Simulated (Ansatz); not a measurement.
# Pd (Fm-3m) in Ansatz: settings compared

Aim: see how the results for Pd move with the level of theory and the settings. Levels: LDA, revPBE, PBEsol. Tasks: band structure, elastic constants.

Program: Ansatz 0.2.0. These are calculated values, not measurements. Logs are shortened: lines on timing, memory, paths and dates and some standing lists are left out, and cuts for length are marked.

## (1) The crystal as given

Symmetry: Fm-3m, No. 225, cubic system. Conventional cell: a = 3.893 Å, b = 3.893 Å, c = 3.893 Å, α = 90.00°, β = 90.00°, γ = 90.00°. Pd (site symmetry m-3m) has 12 Pd at 2.75 Å as nearest neighbours.

## (2) Band structure, LDA

Input file input.yaml:

```yaml
crystal:
  lattice:
    - [0.0, 1.9465, 1.9465]
    - [1.9465, 0.0, 1.9465]
    - [1.9465, 1.9465, 0.0]
  atoms:
    - { symbol: Pd, position: [0.0, 0.0, 0.0] }
kpoints:
  mp_grid: { grid: [12, 12, 12] }
  band_path:
    path:
      - [0.0, 0.0, 0.0]
      - [0.5, 0.0, 0.5]
      - [0.5, 0.25, 0.75]
      - [0.375, 0.375, 0.75]
      - [0.0, 0.0, 0.0]
      - [0.5, 0.5, 0.5]
      - [0.625, 0.25, 0.625]
      - [0.5, 0.25, 0.75]
    npoints: 8
scf:
  occupations: { method: fermi_dirac, width: 0.05 }
hamiltonian:
  xc: lda
  pseudopotentials: { kind: all_electron, lapw: { basis_error: 0.001 } }
output:
  forces: true
  stress: true
  eigenvalues: true
```

Potentials or basis: all-electron LAPW, scalar-relativistic.

Run with:

```sh
> ansatz run input.yaml --threads 1 --pin off --max-ram 3072MiB --backend cpu --events-out ev --progress --plain --runs-dir out
```

Log:

```text
Warning: RAYON_NUM_THREADS=1 ignored (pool sized by the plan → 1); use --threads N
LAPW: plane waves up to 8.359 Å⁻¹, error target 1.0e-3 eV per atom; small_component_spin mean_spin; Pd in spheres of 1.376 Å, 28 of its electrons in bands, Dirac shells [] (how accurate: hamiltonian.pseudopotentials.lapw.basis_error, Limitations)
Engine: ansatz 0.2.0, aarch64-unknown-linux-gnu
Pseudopotentials: kind: all_electron
Pseudopotential: Pd, LAPW, valence charge 28, lapw/all_electron/scalar/gaussian/Pd, Koelling and Harmon's equation, gaussian nucleus
Functional definition: SPW92
  exchange = slater_x
  correlation = pw_c
Crystal: 1 atoms, lattice volume = 14.750 Å³
Basis set: ecut = 266.1966867928598 eV, 137 PW (Γ), exchange–correlation at level 2
Bands: 18, of which v1, the nominal top of the filled ones, is band 14 counted from 1 (13 counted from 0)
Symmetry: 48 space group operations
Space group: Fm-3m (ITA 225), of the structure as read, at distance tolerance 2.5e-5 Å
k-points: 72 of 1728
Non-local potential: Pd, projectors of the file, none
Initial density: superposition of atomic densities (chi_scale 0.1, normalization cell)
Initial wavefunctions: plane waves of lowest kinetic energy (no species holds an atomic orbital)
Functional: x = slater, c = lda
iter 1 solved again at ethr=8.00e-4 eV; its pass at ethr=1.00e-1 eV (dr2=2.24e-1 eV) is discarded
SCF iter   1: F=—  HF=-137179.687654 eV  |F-HF|=—  |Δ(HF+E_count)|=         —  Δρ=5.23e-2  dr2=2.25e-1  ethr=8.00e-4  ⟨swp⟩=2.5  Hψ=8253  notcnv=0
preconditioner: auto → none  [metal: Δε(μ)=0.003 eV  Ē_g=13.451 eV  σ=0.050 eV  W_gap=0.02  n_scr=8 (ndim 8)  ℏωp=30.6 eV  f_vac=0.005  D(μ)=2.26/eV (n_scr^D=26)  sad-step TF]
iter 2 solved again at ethr=1.03e-5 eV; its pass at ethr=8.00e-4 eV (dr2=2.88e-3 eV) is discarded
SCF iter   2: F=—  HF=-137178.782901 eV  |F-HF|=—  |Δ(HF+E_count)|=   9.05e-1  Δρ=4.79e-3  dr2=2.88e-3  ethr=1.03e-5  ⟨swp⟩=2.0  Hψ=6390  notcnv=0
SCF iter   3: F=—  HF=-137178.565726 eV  |F-HF|=—  |Δ(HF+E_count)|=   2.17e-1  Δρ=9.64e-3  dr2=9.73e-3  ethr=1.03e-5  ⟨swp⟩=3.0  Hψ=4300  notcnv=0
SCF iter   4: F=—  HF=-137178.555130 eV  |F-HF|=—  |Δ(HF+E_count)|=         —  Δρ=1.12e-3  dr2=1.52e-4  ethr=1.03e-5  ⟨swp⟩=2.0  Hψ=3667  notcnv=0
the basis was enlarged: its passes take 435.6 KiB over the memory plan, 1 of 1 planned eigensolver slots
SCF iter   5: F=—  HF=-137178.555000 eV  |F-HF|=—  |Δ(HF+E_count)|=   1.30e-4  Δρ=1.47e-4  dr2=2.18e-6  ethr=5.42e-7  ⟨swp⟩=2.0  Hψ=3664  notcnv=0
SCF iter   6: F=—  HF=-137178.554999 eV  |F-HF|=—  |Δ(HF+E_count)|=   9.73e-7  Δρ=7.14e-6  dr2=5.02e-9  ethr=7.79e-9  ⟨swp⟩=2.1  Hψ=3669  notcnv=0
SCF iter   7: F=-137178.554999 eV  HF=-137178.554999 eV  |F-HF|=1.78e-9  |Δ(HF+E_count)|=   7.53e-8  Δρ=1.29e-6  dr2=1.65e-10  ethr=1.79e-11  ⟨swp⟩=3.2  Hψ=3960  notcnv=0
SCF 1 converged in 7 iterations: F = -137178.554999 eV  dr2 = 1.65e-10
NSCF: frozen V_eff on 57 k-points
SCF converged after 7 iterations
Free energy (F): -137178.554999 eV
Harris-Foulkes:  -137178.554999 eV  (|F-HF|=1.78e-9)
Internal energy: -137178.535476 eV  (E = F + TS)
E sigma→0 (E₀):  -137178.545237 eV
Entropy (-TS):   -0.019523 eV (-19.523 meV/atom)
Fermi energy:    21.122312 eV
--- Per-component energies (eV) ---
  E_band       = -3146.196887
  E_kinetic    = 143120.972376
  E_xc         = -3792.508524
  E_electrostatic = -276506.999329  (all electrons and nuclei)
  E_smearing   = -0.019523  (= −TS)
  E_closure    = 0.000000  (closes the sum)
  E_atoms      = -137173.487985  (free atoms, spherical and without spin; not in F)
  Σ components = -137178.554999   (vs F -137178.554999, Δ=0.00e0)
  Basis errors (estimates in eV, not in F): energy 2.0e-4 per atom: plane waves 1.7e-4 (1.2e-4 summed), levels above the bands 1.9e-167, relativity 4.2e-9, radial functions 3.1e-5, core shells 5.5e-8; eigenvalues (radial functions only) 4.3e-6; not estimated: angular momenta, meshes, grids; target (lapw.basis_error) 1.0e-3; muffin-tin radii Pd 1.376 Å
--- Forces (eV/Å), atoms counted from 1 ---
  atom   1  Pd     0.00000000     0.00000000     0.00000000
  max |Σ_I F_I| component: 1.31e-31 eV/Å
--- Stress (GPa, compression-positive) ---
       -8.714058      -0.000000       0.000000
       -0.000000      -8.714058      -0.000000
        0.000000      -0.000000      -8.714058
  P = ⅓ Tr σ = -8.7141 GPa (-87.141 kbar)
--- Band table (eV; the first three rows and the last of 72) ---
  k-point 0: bands = ["-303.4325", "-303.4325", "-303.4325", "-303.4070", "-303.4070", "-62.8278", "-28.3906", "-28.3906", "-28.3906", "13.8767", "18.2660", "18.2660", "18.2660", "19.9133", "19.9133", "38.1246", "42.7744", "42.7744"]
  k-point 1: bands = ["-303.4325", "-303.4325", "-303.4325", "-303.4070", "-303.4070", "-62.8241", "-28.4190", "-28.3946", "-28.3946", "14.1278", "18.1793", "18.3517", "18.3517", "19.8738", "19.8738", "38.3809", "41.3769", "43.0667"]
  k-point 2: bands = ["-303.4325", "-303.4325", "-303.4325", "-303.4070", "-303.4070", "-62.8140", "-28.4963", "-28.4056", "-28.4056", "14.8085", "18.0279", "18.5262", "18.5262", "19.8465", "19.8465", "38.2523", "39.4396", "43.8352"]
  k-point 71: bands = ["-303.4325", "-303.4325", "-303.4325", "-303.4070", "-303.4070", "-62.7543", "-28.6665", "-28.6665", "-28.5498", "16.7872", "17.7170", "17.7170", "19.8103", "21.4352", "29.9612", "29.9612", "31.3403", "32.7432"]
```

bands.tsv:

```text
# k_distance	band_0	band_1	band_2	band_3	band_4	band_5	band_6	band_7	band_8	band_9	band_10	band_11	band_12	band_13	band_14	band_15	band_16	band_17
# fermi_ev = 21.122312
[... 17 lines left out ...]
1.008731	-324.554776	-324.554775	-324.554775	-324.529329	-324.529329	-83.899340	-49.789425	-49.620997	-49.620997	-4.876939	-4.518586	-0.943612	-0.943612	-0.903196	-0.408481	16.101792	16.101792	16.588627
[... 49 lines left out ...]
7.588840	-324.554775	-324.554775	-324.554775	-324.529329	-324.529329	-83.876660	-49.800023	-49.778026	-49.670956	-4.344260	-3.611667	-3.188899	-1.295085	0.300180	8.442680	9.034738	10.353608	11.733646
7.660168	-324.554775	-324.554775	-324.554775	-324.529329	-324.529329	-83.876580	-49.788834	-49.788834	-49.672126	-4.335084	-3.405297	-3.405297	-1.312046	0.312925	8.838902	8.838902	10.217959	11.620862
```

Wall time 7.7 s (1 thread of Arm Neoverse V1, shared host); peak memory 0.27 GiB.

Results:

```yaml
Free_energy: -137178.5550 eV
Pressure: -8.7 GPa
Band_gap_along_the_path: none (metal or under the smearing width)
```

Levels at the corners of the path, in eV from the Fermi level:
```csv
point,band 11,band 12,band 13,band 14,band 15,band 16,band 17,band 18
Γ,-2.86,-2.86,-2.86,-1.21,-1.21,17.00,21.65,21.65
X,-5.14,-0.02,0.31,0.31,3.26,10.69,13.05,13.05
W,-3.41,-3.41,-1.31,0.31,8.84,8.84,10.22,11.62
K,-4.17,-1.99,-0.93,-0.15,7.06,8.00,10.77,15.76
Γ,-2.86,-2.86,-2.86,-1.21,-1.21,17.00,21.65,21.65
L,-2.89,-2.89,0.00,0.00,0.95,7.23,16.41,20.78
U,-4.17,-1.99,-0.93,-0.15,7.06,8.00,10.77,15.76
W,-3.41,-3.41,-1.31,0.31,8.84,8.84,10.22,11.62
```

## (3) Band structure, revPBE

input.yaml: that of step 2 with these lines changed.

```diff
@@ -19,3 +19,3 @@
       - [0.5, 0.25, 0.75]
-    npoints: 8
+    npoints: 6
 scf:
@@ -23,3 +23,3 @@
 hamiltonian:
-  xc: lda
+  xc: revpbe
   pseudopotentials: { kind: all_electron, lapw: { basis_error: 0.001 } }
```

Potentials or basis: all-electron LAPW, scalar-relativistic.

Run with:

```sh
> ansatz run input.yaml --threads 1 --pin off --max-ram 3072MiB --backend cpu --events-out ev --progress --plain --runs-dir out
```

Run time: 7.5 s. Hardware: 1 thread of Arm Neoverse V1, shared host; peak memory 0.27 GiB.

Results (log left out):

| Property | Result |
| --- | --- |
| Free energy | -137312.1631 eV |
| Pressure | 10.3 GPa |
| Band gap along the path | none (metal or under the smearing width) |

Levels at the corners of the path, in eV from the Fermi level:
```csv
point,band 10,band 11,band 12,band 13,band 14,band 15,band 16,band 17,band 18
Γ,-7.09,-2.82,-2.82,-2.82,-1.21,-1.21,17.05,21.79,21.79
X,-5.37,-5.08,-0.04,0.31,0.31,3.40,10.81,13.25,13.25
W,-4.30,-3.36,-3.36,-1.30,0.31,8.96,8.96,10.46,11.63
K,-4.71,-4.13,-1.95,-0.94,-0.14,7.16,8.15,10.87,15.94
Γ,-7.09,-2.82,-2.82,-2.82,-1.21,-1.21,17.05,21.79,21.79
L,-5.26,-2.86,-2.86,-0.01,-0.01,1.06,7.37,16.45,21.01
U,-4.71,-4.13,-1.95,-0.94,-0.14,7.16,8.15,10.87,15.94
W,-4.30,-3.36,-3.36,-1.30,0.31,8.96,8.96,10.46,11.63
```

## (4) Band structure, PBEsol, spin-orbit coupling, no magnetisation

input.yaml: that of step 3 with these lines changed.

```diff
@@ -8,3 +8,3 @@
 kpoints:
-  mp_grid: { grid: [12, 12, 12] }
+  mp_grid: { grid: [9, 9, 9] }
   band_path:
@@ -19,3 +19,3 @@
       - [0.5, 0.25, 0.75]
-    npoints: 6
+    npoints: 10
 scf:
@@ -23,4 +23,7 @@
 hamiltonian:
-  xc: revpbe
+  xc: pbesol
   pseudopotentials: { kind: all_electron, lapw: { basis_error: 0.001 } }
+magnetization:
+  noncollinear: true
+  spin_orbit: true
 output:
```

Potentials or basis: all-electron LAPW, relativistic spinors.

Run with:

```sh
> ansatz run input.yaml --threads 1 --pin off --max-ram 3072MiB --backend cpu --events-out ev --progress --plain --runs-dir out
```

Run time: 80 s. Hardware: 1 thread of Arm Neoverse N1, shared host; peak memory 0.42 GiB.

It converged, with:

| Property | Result |
| --- | --- |
| Free energy | -137269.1679 eV |
| Pressure | -2.9 GPa |
| Band gap along the path | none (metal or under the smearing width) |

Levels at the corners of the path, in eV from the Fermi level:
| point | band 24 | band 25 | band 26 | band 27 | band 28 | band 29 | band 30 | band 31 | band 32 | band 33 |
| --- | --- | --- | --- | --- | --- | --- | --- | --- | --- | --- |
| Γ | -2.98 | -2.67 | -2.67 | -1.19 | -1.19 | -1.19 | -1.19 | 16.95 | 16.95 | 21.50 |
| X | -0.09 | 0.18 | 0.18 | 0.47 | 0.47 | 3.24 | 3.24 | 10.72 | 10.72 | 12.85 |
| W | -3.37 | -1.30 | -1.30 | 0.31 | 0.31 | 8.64 | 8.64 | 9.01 | 9.01 | 10.31 |
| K | -2.01 | -0.95 | -0.95 | -0.14 | -0.14 | 7.03 | 7.03 | 8.03 | 8.03 | 10.77 |
| Γ | -2.98 | -2.67 | -2.67 | -1.19 | -1.19 | -1.19 | -1.19 | 16.95 | 16.95 | 21.50 |
| L | -2.74 | -0.11 | -0.11 | 0.09 | 0.09 | 0.92 | 0.92 | 7.28 | 7.28 | 16.35 |
| U | -2.01 | -0.95 | -0.95 | -0.14 | -0.14 | 7.03 | 7.03 | 8.03 | 8.03 | 10.77 |
| W | -3.37 | -1.30 | -1.30 | 0.31 | 0.31 | 8.64 | 8.64 | 9.01 | 9.01 | 10.31 |

Caveat: the k mesh is thin for a metal, which can move the energy by tens of meV per atom.

## (5) Elastic constants, PBEsol

Input file input.yaml:

```yaml
crystal:
  lattice:
    - [0.0, 1.9465, 1.9465]
    - [1.9465, 0.0, 1.9465]
    - [1.9465, 1.9465, 0.0]
  atoms:
    - { symbol: Pd, position: [0.0, 0.0, 0.0] }
kpoints:
  mp_grid: { grid: [9, 9, 9] }
scf:
  occupations: { method: fermi_dirac, width: 0.05 }
hamiltonian:
  xc: pbesol
  pseudopotentials: { kind: all_electron, lapw: { basis_error: 0.001 } }
output:
  forces: true
  stress: true
elastic:
  mode: relaxed_ion
  stencil: two_point
```

Potentials or basis: all-electron LAPW, scalar-relativistic.

Run with:

```sh
> ansatz run input.yaml --threads 1 --pin off --max-ram 3072MiB --backend cpu --events-out ev --progress --plain --runs-dir out
```

Run time: 57 s. Hardware: 1 thread of Arm Neoverse N1, shared host; peak memory 0.33 GiB.

The run converged. Its results:

| Property | Result |
| --- | --- |
| Free energy | -137240.5068 eV |
| Pressure | -3.0 GPa |
| Band gap on the k mesh | none (metal or under the smearing width) |
| Elastic constants C11, C12, C44 | 247, 161, 70 GPa |
| Voigt bulk modulus | 190 GPa |

Levels at points of the mesh, in eV from the Fermi level:
| k point | band 11 | band 12 | band 13 | band 14 | band 15 | band 16 | band 17 | band 18 |
| --- | --- | --- | --- | --- | --- | --- | --- | --- |
| (0.00, 0.00, 0.00) | -2.84 | -2.84 | -2.84 | -1.21 | -1.21 | 16.96 | 21.67 | 21.67 |

Elastic tensor in Voigt notation (GPa, in the Cartesian axes of the cell as first typed):
```
247 161 161   0   0   0
161 247 161   0   0   0
161 161 247   0   0   0
  0   0   0  70   0   0
  0   0   0   0  70   0
  0   0   0   0   0  70
```

Caveat: the k mesh is thin for a metal, which can move the energy by tens of meV per atom; a metal's response needs a denser mesh; the cell is more than 3 GPa from zero pressure, which shifts response properties; elastic constants of metals need much finer meshes, so these are rough.

## (6) Summary

```tsv
task	level	potentials or basis	spin	k mesh	cutoff (eV)	pressure (GPa)
band structure	LDA	all-electron LAPW, scalar-relativistic	off	12 × 12 × 12	266	-8.7
band structure	revPBE	all-electron LAPW, scalar-relativistic	off	12 × 12 × 12	267	10.3
band structure	PBEsol	all-electron LAPW, relativistic spinors	SOC, no magnetisation	9 × 9 × 9	267	-2.9
elastic constants	PBEsol	all-electron LAPW, scalar-relativistic	off	9 × 9 × 9	285	-3.0
```

Alike in all rows: cell as given; smearing fermi-dirac 0.05 eV; basis error allowed 0.001 eV/atom.

Caveats: the k mesh is thin for a metal, which can move the energy by tens of meV per atom (some runs); a metal's response needs a denser mesh (some runs); the cell is more than 3 GPa from zero pressure, which shifts response properties (some runs); elastic constants of metals need much finer meshes, so these are rough (some runs).

Compare energies only between runs with the same functional and basis.
